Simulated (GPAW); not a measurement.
# Rh (Fm-3m) in GPAW: convergence with convergence criteria

Aim: find how far convergence criteria must go before the results for Rh settle, at r2SCAN. This setting moves, with any that are tied to it; all else stays.

Program: GPAW 26.7.0. These are calculated values, not measurements. Logs are shortened: lines on timing, memory, paths and dates and some standing lists are left out, and cuts for length are marked. The log counts tension as positive stress, the text compression.

## (1) Starting point

The structure is cubic, space group Fm-3m (No. 225). Conventional cell: a = 3.796 Å, b = 3.796 Å, c = 3.796 Å, α = 90.00°, β = 90.00°, γ = 90.00°. Rh (site symmetry m-3m) is surrounded by 12 Rh at 2.68 Å.

## (2) With convergence criteria density=0.001 energy=0.01 eigenstates=0.0001

Contents of run.py:

```python
from ase.dft.bandgap import bandgap
from ase.io import read, write
from ase.units import GPa
from gpaw import GPAW, PW

atoms = read('POSCAR')

calc = GPAW(mode=PW(600),
            xc='MGGA_X_R2SCAN+MGGA_C_R2SCAN',
            kpts={'size': (12, 12, 12), 'gamma': True},
            occupations={'name': 'fermi-dirac', 'width': 0.05},
            nbands=16,
            convergence={'density': 0.001, 'energy': 0.01, 'eigenstates': 0.0001},
            maxiter=100,
            txt='gpaw.txt')
atoms.calc = calc
energy = atoms.get_potential_energy()
forces = atoms.get_forces()
stress = atoms.get_stress()
calc.write('gs.gpw')
write('result.traj', atoms)
print(f'Energy: {energy:.6f} eV')
print('Forces (eV/A):')
print(forces.round(4))
print('Stress (GPa):', (stress / GPa).round(3))
print('Fermi level:', round(calc.get_fermi_level(), 4), 'eV')
print(f'Gap: {bandgap(calc)[0]:.4f} eV, direct: {bandgap(calc, direct=True)[0]:.4f} eV')
```

Contents of POSCAR:

```
Rh
1.0
    0.0000000000      1.8978500000      1.8978500000
    1.8978500000      0.0000000000      1.8978500000
    1.8978500000      1.8978500000      0.0000000000
Rh
1
Direct
    0.0000000000      0.0000000000      0.0000000000
```

Potentials or basis: GPAW PAW data sets (gpaw-data 1.2.1), pw.

Started as:

```bash
$ OMP_NUM_THREADS=1 python run.py
```

gpaw.txt:

```text
__  _  _
 | _ |_)|_||  |
 |__||  | ||/\| - 26.7.0

Input parameters:
  mode=PW(ecut=600.0),
  convergence={'density': 0.001, 'energy': 0.01, 'eigenstates': 0.0001},
  kpts=MonkhorstPack(size=(12, 12, 12), gamma=True),
  maxiter=100,
  nbands=16,
  occupations=Occupations(name='fermi-dirac', width=0.05),
  xc=XC(name='MGGA_X_R2SCAN+MGGA_C_R2SCAN')

Diagonalizing LCAO Hamiltonian
Converting LCAO to pw mode

       Rh

Atoms  # Å, Bohr magnetons
|   | symbol |        x |        y |        z |    initial magnetic moments |
|---|--------|----------|----------|----------|-----------------------------|
| 0 |     Rh | 0.000000 | 0.000000 | 0.000000 | ( 0.0000,  0.0000,  0.0000) |

Unit cell  # Å
| periodic |        x |        y |        z |  lengths |    angles |
|----------|----------|----------|----------|----------|-----------|
|      yes | 0.000000 | 1.897850 | 1.897850 | 2.683965 | 60.000000 |
|      yes | 1.897850 | 0.000000 | 1.897850 | 2.683965 | 60.000000 |
|      yes | 1.897850 | 1.897850 | 0.000000 | 2.683965 | 60.000000 |

Number of symmetries: 48
Symmetry operations  # r_c * U_cc + t_c -> r_c
|    | kind |            matrix            |
|----|------|------------------------------|
|  0 |  σ   |  1, 0, 0,  1, 0,-1,  1,-1, 0 |
|  1 |  C2  |  1, 0, 0,  1,-1, 0,  1, 0,-1 |
|  2 |  E   |  1, 0, 0,  0, 1, 0,  0, 0, 1 |
|  3 |  σ   |  1, 0, 0,  0, 0, 1,  0, 1, 0 |
|  4 |  C4  |  1, 0,-1,  1, 0, 0,  1,-1, 0 |
|  5 |  S6  |  1, 0,-1,  1,-1, 0,  1, 0, 0 |
|  6 |  σ   |  1, 0,-1,  0, 1,-1,  0, 0,-1 |
|  7 |  C3  |  1, 0,-1,  0, 0,-1,  0, 1,-1 |
|  8 |  S6  |  1,-1, 0,  1, 0, 0,  1, 0,-1 |
|  9 |  C4  |  1,-1, 0,  1, 0,-1,  1, 0, 0 |
| 10 |  C3  |  1,-1, 0,  0,-1, 1,  0,-1, 0 |
| 11 |  σ   |  1,-1, 0,  0,-1, 0,  0,-1, 1 |
| 12 |  σ   |  0, 1, 0,  1, 0, 0,  0, 0, 1 |
| 13 |  C4  |  0, 1, 0,  0, 1,-1, -1, 1, 0 |
| 14 |  C3  |  0, 1, 0,  0, 0, 1,  1, 0, 0 |
| 15 |  S6  |  0, 1, 0, -1, 1, 0,  0, 1,-1 |
| 16 |  C2  |  0, 1,-1,  1, 0,-1,  0, 0,-1 |
| 17 |  σ   |  0, 1,-1,  0, 1, 0, -1, 1, 0 |
| 18 |  S4  |  0, 1,-1,  0, 0,-1,  1, 0,-1 |
| 19 |  C4  |  0, 1,-1, -1, 1, 0,  0, 1, 0 |
| 20 |  C3  |  0, 0, 1,  1, 0, 0,  0, 1, 0 |
| 21 |  σ   |  0, 0, 1,  0, 1, 0,  1, 0, 0 |
| 22 |  S6  |  0, 0, 1,  0,-1, 1, -1, 0, 1 |
| 23 |  C4  |  0, 0, 1, -1, 0, 1,  0,-1, 1 |
| 24 |  S4  |  0, 0,-1,  1, 0,-1,  0, 1,-1 |
| 25 |  C3  |  0, 0,-1,  0, 1,-1,  1, 0,-1 |
| 26 |  C2  |  0, 0,-1,  0,-1, 0, -1, 0, 0 |
| 27 |  S6  |  0, 0,-1, -1, 0, 0,  0,-1, 0 |
| 28 |  S4  |  0,-1, 1,  1,-1, 0,  0,-1, 0 |
| 29 |  C4  |  0,-1, 1,  0, 0, 1, -1, 0, 1 |
| 30 |  C2  |  0,-1, 1,  0,-1, 0,  1,-1, 0 |
| 31 |  σ   |  0,-1, 1, -1, 0, 1,  0, 0, 1 |
| 32 |  C3  |  0,-1, 0,  1,-1, 0,  0,-1, 1 |
| 33 |  S6  |  0,-1, 0,  0, 0,-1, -1, 0, 0 |
| 34 |  S4  |  0,-1, 0,  0,-1, 1,  1,-1, 0 |
| 35 |  C2  |  0,-1, 0, -1, 0, 0,  0, 0,-1 |
| 36 |  C2  | -1, 1, 0,  0, 1, 0,  0, 1,-1 |
| 37 |  S6  | -1, 1, 0,  0, 1,-1,  0, 1, 0 |
| 38 |  S4  | -1, 1, 0, -1, 0, 1, -1, 0, 0 |
| 39 |  C3  | -1, 1, 0, -1, 0, 0, -1, 0, 1 |
| 40 |  S6  | -1, 0, 1,  0, 0, 1,  0,-1, 1 |
| 41 |  C2  | -1, 0, 1,  0,-1, 1,  0, 0, 1 |
| 42 |  C3  | -1, 0, 1, -1, 1, 0, -1, 0, 0 |
| 43 |  S4  | -1, 0, 1, -1, 0, 0, -1, 1, 0 |
| 44 |  C2  | -1, 0, 0,  0, 0,-1,  0,-1, 0 |
| 45 |  i   | -1, 0, 0,  0,-1, 0,  0, 0,-1 |
| 46 |  σ   | -1, 0, 0, -1, 1, 0, -1, 0, 1 |
| 47 |  C2  | -1, 0, 0, -1, 0, 1, -1, 1, 0 |

BZ-sampling:
  Number of BZ points: 1728
  Number of IBZ points: 72

  Monkhorst-Pack size: [12, 12, 12]
  Monkhorst-Pack shift: [0.041666666666666664, 0.041666666666666664, 0.041666666666666664]

K-points  # in reciprocal-cell coordinates
|     |                                coordinates |     weight |
|-----|--------------------------------------------|------------|
|   0 | ( -0.00000000,  -0.00000000,  -0.00000000) | 0.00057870 |
|   1 | (  0.08333333,   0.08333333,  -0.00000000) | 0.00347222 |
|   2 | (  0.08333333,   0.08333333,   0.08333333) | 0.00462963 |
|   3 | (  0.16666667,   0.08333333,   0.08333333) | 0.00694444 |
|   4 | (  0.16666667,   0.16666667,  -0.00000000) | 0.00347222 |
|   5 | (  0.16666667,   0.16666667,   0.08333333) | 0.01388889 |
|   6 | (  0.16666667,   0.16666667,   0.16666667) | 0.00462963 |
|   7 | (  0.25000000,   0.16666667,   0.08333333) | 0.01388889 |
|   8 | (  0.25000000,   0.16666667,   0.16666667) | 0.01388889 |
|   9 | (  0.25000000,   0.25000000,  -0.00000000) | 0.00347222 |
| ... |                                            |            |
|  71 | (  0.50000000,   0.50000000,   0.50000000) | 0.00231481 |

Plane wave coefficients: 471
Cutoff: 600.0 eV

Spin-components: 1 (collinear spins)
Bands:           16
Projectors:      6
Spin-degeneracy: 2
Datatype:        complex128

Parallelization:
  kpt:    1
  domain: 1
  band:   1

Density:
  Valence electrons: 15.0
  Components: 1
  Grid points: [16 16 16]
  Charge: 0.0  # |e|

Potential:
  Grid points: [16 16 16]

species:
  Rh:
    name:    Rhodium
    Z:       45.0
    valence: 15
    core:    30
    charge:  0.0  # [|e|]
    compensation charges:
      type: gauss
      rc: 0.38  # [Å]
      lmax: 2
    cutoffs:
      filter: 2.48  # [Å]
      core: 2.35  # [Å]
    projectors
    | kind |    occ | energy [eV] | rcut [Å] |
    |------|--------|-------------|----------|
    |   5s |  1.000 |      -4.297 |    1.270 |
    |   4p |  6.000 |     -50.429 |    1.381 |
    |   5p |  0.000 |      -0.852 |    1.381 |
    |   4d |  8.000 |      -5.942 |    1.244 |
    |    s |        |      22.915 |    1.270 |
    |    d |        |      21.270 |    1.244 |

    Using partial waves for Rh as LCAO basis

Reference energy: -130134.647000  # eV

eigensolver:
  PPCG
  Converge bands: occupied
  niter=2

density mixing:
  MSR1-Mixer
  Pratt-step length: 0.05
  Maximum mixing coefficient: 0.75
  Old densities: 10
  SVD Regularization: 0.005
  Good broyden scale: 1.0
  Trust region scale: 1.0
  Backstep threshold: 4.0
  History deletion threshold: 6.0
  Fourier metric: weight=20.0, sigma=0.015

occupation numbers:
  Fermi-Dirac:
    width: 0.0500  # eV

poisson solver:
  ecut: 4800.0  # eV

xc functional:
  name: MGGA_X_R2SCAN+MGGA_C_R2SCAN with 2 nearest neighbor stencil

convergence criteria:
- Maximum integral of absolute [dens]ity change: 0.001 electrons / valence electron
- Maximum [total energy] change in last 3 cyles: 0.01 eV / valence electron
- Maximum integral of absolute [eigenst]ate change: 0.0001 eV^2 / valence electron
maximum number of iterations: 100

SCF iterations
|iter     | |      energy | eigst |  dens |
|---------|-|-------------|-------|-------|
|iter:   1| |  -23.311066 | +0.11 |       |
|iter:   2| |  -20.068253 | -1.71 | -1.10 |
|iter:   3| |  -19.891155 | -2.71 | -1.24 |
|iter:   4| |  -19.794504 | -2.49 | -1.44 |
|iter:   5| |  -19.795299c| -3.23 | -2.02 |
|iter:   6| |  -19.796239c| -3.54 | -2.45 |
|iter:   7| |  -19.796176c| -5.24c| -2.90 |
|iter:   8| |  -19.796171c| -5.26c| -3.61c|

Converged in 8 steps
Energy contributions relative to reference atoms: (reference = -130134.647000)

Energy contributions:
  Kinetic:          -1.402041
  Coulomb:          -0.550765
  Zero:             -0.136490
  External:          0.000000
  Xc:              -17.702620
  Entropy:          -0.008511
  Spinorbit:         0.000000
  ----------------------------
  Free energy:     -19.800427
  Extrapolated:    -19.796171

dipole moment: (-11.444259, -11.444259, -11.444259)  # |e|*Ang

Fermi level: 11.772
Eigenvalues  # (at kpt = [-0.000, -0.000, -0.000])
| band index |      eig [eV] | occ [0-2] |
|------------|---------------|-----------|
|          0 |       -36.043 |     2.000 |
|          1 |       -36.043 |     2.000 |
|          2 |       -36.043 |     2.000 |
|          3 |         3.579 |     2.000 |
|          4 |         8.552 |     2.000 |
|          5 |         8.552 |     2.000 |
[... 8 lines left out ...]
|         14 |        40.227 |     0.000 |
|         15 |        45.334 |     0.000 |

No gap
No difference between direct/indirect transitions

Forces  # eV/Ang
|        x |       y |       z |
|----------|---------|---------|
| -0.00000 | 0.00000 | 0.00000 |  # Rh   0

Stress tensor  # eV/Ang^3
|         x |         y |         z |
|-----------|-----------|-----------|
| -0.033997 | -0.000000 | -0.000000 |
| -0.000000 | -0.033997 |  0.000000 |
| -0.000000 |  0.000000 | -0.033997 |

# Writing to gs.gpw (mode='')
```

Run time: 14 s. Hardware: 1 thread of Intel Xeon 6975P-C (Granite Rapids), shared host; peak memory 0.23 GiB.

What came out:

```
Free energy            : -19.8004 eV
Pressure               : 5.4 GPa
Band gap on the k mesh : none (metal or under the smearing width)
```

## (3) With convergence criteria default

run.py: that of step 2 with these lines changed.

```diff
@@ -12,3 +12,2 @@
             nbands=16,
-            convergence={'density': 0.001, 'energy': 0.01, 'eigenstates': 0.0001},
             maxiter=100,
```

POSCAR is that of step 2.

Potentials or basis: GPAW PAW data sets (gpaw-data 1.2.1), pw.

Started as:

```bash
$ OMP_NUM_THREADS=1 python run.py
```

Wall time 17 s (1 thread of Intel Xeon 6975P-C (Granite Rapids), shared host); peak memory 0.23 GiB.

It converged, with:

| Property | Result |
| --- | --- |
| Free energy | -19.8004 eV |
| Pressure | 5.6 GPa |
| Band gap on the k mesh | none (metal or under the smearing width) |

## (4) With convergence criteria density=1e-05 energy=1e-05

run.py: that of step 3 with these lines changed.

```diff
@@ -12,2 +12,3 @@
             nbands=16,
+            convergence={'density': 1e-05, 'energy': 1e-05},
             maxiter=100,
```

POSCAR is that of step 3.

Started as:

```bash
$ OMP_NUM_THREADS=1 python run.py
```

It took 17 s on 1 thread of Intel Xeon 6975P-C (Granite Rapids), shared host; peak memory 0.23 GiB.

It converged, with:

```yaml
Free_energy: -19.8004 eV
Pressure: 5.6 GPa
Band_gap_on_the_k_mesh: none (metal or under the smearing width)
```

## (5) With convergence criteria density=1e-05 forces=0.0001

run.py: that of step 4 with these lines changed.

```diff
@@ -12,3 +12,3 @@
             nbands=16,
-            convergence={'density': 1e-05, 'energy': 1e-05},
+            convergence={'density': 1e-05, 'forces': 0.0001},
             maxiter=100,
```

POSCAR is that of step 4.

Started as:

```bash
$ OMP_NUM_THREADS=1 python run.py
```

Wall time 18 s (1 thread of Intel Xeon 6975P-C (Granite Rapids), shared host); peak memory 0.23 GiB.

It converged, with:

```
Free energy            : -19.8004 eV
Pressure               : 5.6 GPa
Band gap on the k mesh : none (metal or under the smearing width)
```

## (6) With convergence criteria density=1e-06 energy=1e-06 eigenstates=1e-10

run.py: that of step 5 with these lines changed.

```diff
@@ -12,3 +12,3 @@
             nbands=16,
-            convergence={'density': 1e-05, 'forces': 0.0001},
+            convergence={'density': 1e-06, 'energy': 1e-06, 'eigenstates': 1e-10},
             maxiter=100,
```

POSCAR is that of step 5.

Potentials or basis: GPAW PAW data sets (gpaw-data 1.2.1), pw.

Started as:

```bash
$ OMP_NUM_THREADS=1 python run.py
```

Wall time 22 s (1 thread of Intel Xeon 6975P-C (Granite Rapids), shared host); peak memory 0.23 GiB.

It converged, with:

- Free energy: -19.8004 eV
- Pressure: 5.6 GPa
- Band gap on the k mesh: none (metal or under the smearing width)

## (7) The series at a glance

```tsv
convergence criteria	energy less the tightest run, at zero smearing (meV/atom)	pressure (GPa)	SCF cycles	CPU time (s)	peak memory (GiB)
density=0.001 energy=0.01 eigenstates=0.0001	0.00	5.45	8	14	0.23
default	0.00	5.56	9	17	0.23
density=1e-05 energy=1e-05	0.00	5.56	10	17	0.23
density=1e-05 forces=0.0001	0.00	5.56	11	18	0.23
density=1e-06 energy=1e-06 eigenstates=1e-10	0.00	5.56	12	22	0.23
```

Against the tightest run, the energy stays within 1 meV/atom from density=0.001 energy=0.01 eigenstates=0.0001 on; the pressure stays within 0.1 GPa from default on. The tightest run that finished is the yardstick and may itself not be fully converged.

Caveats: the PAW data sets were made with another functional, which shifts forces and pressure a little.
